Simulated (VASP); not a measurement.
Wanted: the native input for a VASP 6.6.1 run.

| Item | Value |
| --- | --- |
| Task | single point |
| Functional | PBE |
| Potentials or basis | VASP PAW PBE potentials, release 64 (H_GW) |
| Cutoff | 450 eV |
| k mesh | 6 × 6 × 17 |
| Occupations | gaussian, width 0.02 eV |
| Spin | no spin polarisation |
| Further INCAR settings | ALGO = Normal; EDIFF = 1e-06 |

The structure of H lies in POSCAR:

```
H
1.0
    2.6496387389      0.0000000000      0.0000000000
    0.0000000000      2.6496387389      0.0000000000
    0.0000000000      0.0000000000      0.9804929200
H
1
Direct
    0.0000000000      0.0000000000      0.5000000000
```

These files were run (other wordings do the same):

INCAR

```
PREC = Accurate ; ENCUT = 450
EDIFF = 1E-6 ; ISMEAR = 0
SIGMA = 0.02 ; LREAL = False
LASPH = True ; NELM = 80
ALGO = Normal ; ISIF = 2
LWAVE = False ; LCHARG = False
GGA = PE
```

KPOINTS

```
Automatic mesh
0
Gamma
  6 6 17
```

Potentials or basis: VASP PAW PBE potentials, release 64 (H_GW).

Launch:

```console
$ cat potpaw_PBE.64/H_GW/POTCAR > POTCAR
$ mpirun -np 1 vasp_std > vasp.out
```

It gave:

```
Pressure               : 0.0 GPa
Band gap on the k mesh : none (metal or under the smearing width)
```

Caveat: the k mesh is coarse (spacing up to 0.40 Å⁻¹), so the values aren't converged.

Run time: 2.7 s on 1 thread of Intel(R) Xeon(R) Platinum 8259CL CPU @ 2.50GHz (Skylake/Cascade Lake) (shared host), peak memory 0.1 GiB.
